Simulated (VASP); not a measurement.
FeS2, 12 atoms in the cell. It takes space group Pa-3 (No. 205, cubic). The conventional cell has a = 5.418 Å, b = 5.418 Å, c = 5.418 Å, α = 90.00°, β = 90.00°, γ = 90.00°. Fe (site symmetry -3) is surrounded by 6 S at 2.26 Å. Around S (site symmetry 3) lie 1 S at 2.16 Å and 3 Fe at 2.26 Å. 

```yaml
Program: VASP 6.6.1
Task: single point
Functional: PBE
Potentials_or_basis: VASP PAW PBE potentials, release 64 (Fe, S)
Cutoff: 600 eV
k_mesh: 6 × 6 × 6
Occupations: gaussian, width 0.03 eV
Spin: collinear spin, ferromagnetic start
Starting_moments: "[4.0, 4.0, 4.0, 4.0, 0.0, 0.0, 0.0, 0.0, 0.0, 0.0, 0.0, 0.0] μB"
Further_INCAR_settings: ALGO = Normal; EDIFF = 1e-06; NBANDS = 56; AMIX = 0.2; BMIX = 0.0001
```

Potentials or basis: VASP PAW PBE potentials, release 64 (Fe, S).

Launch:

```sh
$ cat potpaw_PBE.64/Fe/POTCAR potpaw_PBE.64/S/POTCAR > POTCAR
$ mpirun -np 4 vasp_std > vasp.out
```

Hardware: 4 MPI ranks on Intel(R) Xeon(R) 6975P-C (Granite Rapids) (shared host).

**Question.** Estimate the wall time of this run.

**Answer.** Run time: 99 s on 4 MPI ranks on Intel(R) Xeon(R) 6975P-C (Granite Rapids), with other jobs on the host, peak memory 0.63 GiB a rank. Counts: scf iterations 18, k points 24.
